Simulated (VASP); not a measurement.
# Al (Fm-3m) in VASP: settings compared, part 2 of 3

VASP 6.6.1. The steps go on from the part before.

## (3) Relaxation of cell and atoms, HSEsol

File POSCAR:

```
Al
1.0
    0.0000000000      2.0248050000      2.0248050000
    2.0248050000      0.0000000000      2.0248050000
    2.0248050000      2.0248050000      0.0000000000
Al
1
Direct
    0.0000000000      0.0000000000      0.0000000000
```

File INCAR.step1:

```
ALGO = Normal
EDIFF = 1E-5
ENCUT = 600
GGA = PE
ISMEAR = -1
LASPH = T
LCHARG = F
LREAL = F
LWAVE = T
NELM = 60
PREC = Accurate
SIGMA = 0.05
```

File INCAR.step2:

```
ALGO = Normal
EDIFF = 1E-6
EDIFFG = -0.01
ENCUT = 600
GGA = PS
HFSCREEN = 0.2
IBRION = 2
ISIF = 3
ISMEAR = -1
ISTART = 1
LASPH = T
LCHARG = F
LHFCALC = T
LREAL = F
LWAVE = F
NELM = 60
NSW = 60
PREC = Accurate
PRECFOCK = Fast
SIGMA = 0.05
```

File KPOINTS:

```
k-points
0
Gamma
  6 6 6
```

Potentials or basis: VASP PAW PBE potentials, release 64 (Al).

Command:

```
cat potpaw_PBE.64/Al/POTCAR > POTCAR
cp INCAR.step1 INCAR
mpirun -np 1 vasp_std > vasp.out
cp INCAR.step2 INCAR
mpirun -np 1 vasp_std > vasp.out
```

OUTCAR:

```text
EDIFF = 1E-6
   EDIFFG = -0.01
   ENCUT = 600
   GGA = PS
   HFSCREEN = 0.2
   IBRION = 2
   ISIF = 3
   ISMEAR = -1
   ISTART = 1
   LASPH = T
   LHFCALC = T
   LREAL = F
   NELM = 60
   NSW = 60
   PREC = Accurate
   PRECFOCK = Fast

 ion  position               nearest neighbor table
   1  0.000  0.000  0.000-

  LATTYP: Found a face centered cubic cell.
 ALAT       =     4.0496100000

  Lattice vectors:

 A1 = (   0.0000000000,   2.0248050000,   2.0248050000)
 A2 = (   2.0248050000,   0.0000000000,   2.0248050000)
 A3 = (   2.0248050000,   2.0248050000,   0.0000000000)

Analysis of symmetry for initial positions (statically):
=====================================================================
 Subroutine PRICEL returns:
 Original cell was already a primitive cell.

 Routine SETGRP: Setting up the symmetry group for a
 face centered cubic supercell.

 Subroutine GETGRP returns: Found 48 space group operations
 (whereof 48 operations were pure point group operations)
 out of a pool of 48 trial point group operations.

The static configuration has the point symmetry O_h .

Analysis of symmetry for dynamics (positions and initial velocities):
=====================================================================
 Subroutine PRICEL returns:
 Original cell was already a primitive cell.

 Routine SETGRP: Setting up the symmetry group for a
 face centered cubic supercell.

 Subroutine GETGRP returns: Found 48 space group operations
 (whereof 48 operations were pure point group operations)
 out of a pool of 48 trial point group operations.

The dynamic configuration has the point symmetry O_h .

 Subroutine INISYM returns: Found 48 space group operations
 (whereof 48 operations are pure point group operations),
 and found     1 'primitive' translations

[... 97 lines left out ...]
   EFERMI =   0.00;   METHOD = LEGACY
   ISMEAR =    -1;   SIGMA  =   0.05  broadening in eV -4-tet -1-fermi 0-gaus
   EFERMI_NEDOS =   21; number of points for ismear=-14 and -15
   IALGO  =     38    algorithm
   IMIX   =      1    mixing-type and parameters
     AMIX     =   0.40;   BMIX     =  1.00
     AMIX_MAG =   1.60;   BMIX_MAG =  1.00
  volume/ion in A,a.u.               =      16.60       112.04
  Fermi-wavevector in a.u.,A,eV,Ry     =   0.925526  1.748991 11.654733  0.856599
  Thomas-Fermi vector in A             =   2.051390
   LORBIT       =      0    0 simple, 1 ext, 2 COOP (PROOUT), +10 PAW based schemes
   GGA     = PS    functional components
   LHFCALC =     T    Hartree Fock is set to
   PRECFOCK=fast      Normal, Fast or Accurate (Low or Medium for compatibility)
   ENCUT4O =  -1.0   cutoff for four orbital integrals eV
   NKREDX  =     1    reduce k-point grid by
   NKREDY  =     1    reduce k-point grid by
   NKREDZ  =     1    reduce k-point grid by
   AEXX    =    0.2500 exact exchange contribution
   HFSCREEN=    0.2000 screening length (either q_TF or 0.3 A-1)
   HFSCREENC=   0.2000 screening length for correlation (either q_TF or 0.3 A-1)
   ENCUTFOCK=  -1.0 apply spherical cutoff to Coloumb kernel
   IVDW    =     0    specifies the selected vdW correction
   LEPSILON=     F    determine dielectric tensor
   LRPA    =     F    only Hartree local field effects (RPA)
 conjugate gradient relaxation of ions
 non-spin polarized calculation
  energy-cutoff  :      600.00
  volume of cell :       16.60
 maximum number of plane-waves:       568
  NGX = 14; NGY = 14; NGZ = 14

--------------------------------------- Ionic step        1  -------------------------------------------

 number of electron       3.0000000 magnetization

 Free energy of the ion-electron system (eV)
  ---------------------------------------------------
  ext. energy  EPLUGINS =         0.00000000
  ---------------------------------------------------
  free energy    TOTEN  =        -4.40021148 eV

  energy without entropy =       -4.39545067  energy(sigma->0) =       -4.39783108

------------------------ aborting loop because EDIFF is reached ----------------------------------------

  FORCE on cell =-STRESS in cart. coord.  units (eV):
  Direction    XX          YY          ZZ          XY          YZ          ZX
  --------------------------------------------------------------------------------------
  -------------------------------------------------------------------------------------
  Total       -0.2009825     -0.2009825     -0.2009825      0.0000000      0.0000000      0.0000000
  in kB      -19.3949708    -19.3949708    -19.3949708      0.0000000      0.0000000      0.0000000
  external PRESSURE =     -19.3949708 kB  Pullay stress =       0.0000000 kB
[... 57 lines left out ...]
--------------------------------------- Ionic step        3  -------------------------------------------

 number of electron       3.0000000 magnetization

 Free energy of the ion-electron system (eV)
  ---------------------------------------------------
  ext. energy  EPLUGINS =         0.00000000
  ---------------------------------------------------
  free energy    TOTEN  =        -4.40271973 eV

  energy without entropy =       -4.39760452  energy(sigma->0) =       -4.40016213

 E-fermi :   8.6485     XC(G=0):  -8.5020

 val. band max:        7.4668726427   @ k =  -0.3333   0.5000   0.1667
 cond. band min:       8.6903371042   @ k =  -0.3333   0.3333   0.0000
 fundamental gap:      1.2234644616
 Fermi energy:         8.6484537486

 k-point     1 :       0.0000    0.0000    0.0000
  band No.  band energies     occupation
      1      -4.7100      2.00000
      2      21.9534      0.00000
      3      21.9534      0.00000
      4      21.9534      0.00000
      5      23.6085      0.00000
[... 146 lines left out ...]
  FREE ENERGIE OF THE ION-ELECTRON SYSTEM (eV)
  ---------------------------------------------------
  free  energy   TOTEN  =        -4.4027197347 eV

  energy  without entropy=       -4.3976045227  energy(sigma->0) =       -4.40016213

 reached required accuracy - stopping structural energy minimisation
```

OSZICAR.step1:

```text
N       E                     dE             d eps       ncg     rms          rms(c)
DAV:   1    -0.173237333671E+01   -0.17324E+01   -0.99737E+02   160   0.398E+02
DAV:   2    -0.381495095299E+01   -0.20826E+01   -0.20700E+01   205   0.308E+01
DAV:   3    -0.383571525830E+01   -0.20764E-01   -0.20764E-01   230   0.373E+00
DAV:   4    -0.383579843602E+01   -0.83178E-04   -0.83178E-04   195   0.226E-01
DAV:   5    -0.383579883966E+01   -0.40364E-06   -0.40215E-06   240   0.155E-02    0.126E+00
DAV:   6    -0.382289547150E+01    0.12903E-01   -0.16898E-03   190   0.309E-01    0.734E-01
DAV:   7    -0.381360877916E+01    0.92867E-02   -0.50240E-03   185   0.499E-01    0.142E-01
DAV:   8    -0.381360373808E+01    0.50411E-05   -0.24260E-05   220   0.525E-02
   1 F= -.38136037E+01 E0= -.38113242E+01  d E =-.455911E-02
```

Wall time 66 s (1 thread of AMD EPYC 9R45 (Zen 5), shared host); peak memory 0.2 GiB.

What came out:

```yaml
Free_energy: -4.4027 eV
Relaxed_volume: 16.19 Å³/atom
Relaxed_cell: a = 2.840 Å, b = 2.840 Å, c = 2.840 Å, α = 60.00°, β = 60.00°, γ = 60.00°
Space_group_after_relaxing_to_0.05_Å: Fm-3m (No. 225)
Energy_gained_by_relaxing: 2.5 meV/atom
Ionic_steps: 3
Pressure_after_relaxing: 0.0 GPa
Band_gap_on_the_k_mesh: none (metal or under the smearing width)
```

The path:
| step | energy change (eV) | largest force (eV/Å) | pressure (GPa) | volume (Å³) |
| --- | --- | --- | --- | --- |
| 1 | 0.0000 | 0.0000 | -1.94 | 16.60 |
| 2 | -0.0024 | 0.0000 | 0.35 | 16.12 |
| 3 | -0.0025 | 0.0000 | 0.02 | 16.19 |

Final structure:
```
Al
1.0
     0.00000    2.00804    2.00804
     2.00804    0.00000    2.00804
     2.00804    2.00804    0.00000
Al
1
Direct
  0.00000 0.00000 0.00000
```

Levels at points of the mesh, in eV from the Fermi level:
| k point | band 1 | band 2 | band 3 | band 4 | band 5 |
| --- | --- | --- | --- | --- | --- |
| (0.00, 0.00, 0.00) | -13.36 | 13.30 | 13.30 | 13.30 | 14.96 |
| (0.50, 0.00, 0.00) | -5.88 | -5.56 | 12.05 | 12.12 | 12.12 |
| (0.50, 0.50, 0.00) | -3.94 | -2.25 | 5.40 | 5.85 | 5.85 |

Caveat: the k mesh is coarse (spacing up to 0.45 Å⁻¹), so the values aren't converged, least of all with exact exchange; the PAW data sets were made with another functional, which shifts forces and pressure a little.

(Part 2 of 3 ends here.)
